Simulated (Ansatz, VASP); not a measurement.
## GaP in VASP and in Ansatz

```
CELL_PARAMETERS angstrom
0.00000 2.72541 2.72541
2.72541 0.00000 2.72541
2.72541 2.72541 0.00000
ATOMIC_POSITIONS crystal
Ga 0.00000 0.00000 0.00000
P 0.25000 0.25000 0.25000
```

Alike in both runs: task single point; functional r2SCAN; k mesh 8 × 8 × 8; no spin polarisation.

|  | VASP | Ansatz |
| --- | --- | --- |
| version | VASP 6.6.1 | Ansatz 0.2.0 |
| potentials or method | VASP PAW PBE potentials, release 64 (Ga_d, P) | plane waves, PAW |
| plane-wave cutoff (eV) | 520 | 500 |
| occupations | gaussian, width 0.01 eV | fixed |
| valence electrons in the cell | 18 | 18 |

|  | VASP | Ansatz | Ansatz less VASP |
| --- | --- | --- | --- |
| gap on the k mesh at the Fermi level (eV) | 1.90 | 1.89 | -0.008 |
| pressure (GPa) | 0.0 | 0.0 | +0.06 |

Caveats: the PAW data sets were made with another functional, which shifts forces and pressure a little (VASP). r2SCAN opens gaps a little over a GGA but as a rule still falls short of measured ones. A k mesh can miss the band edges.
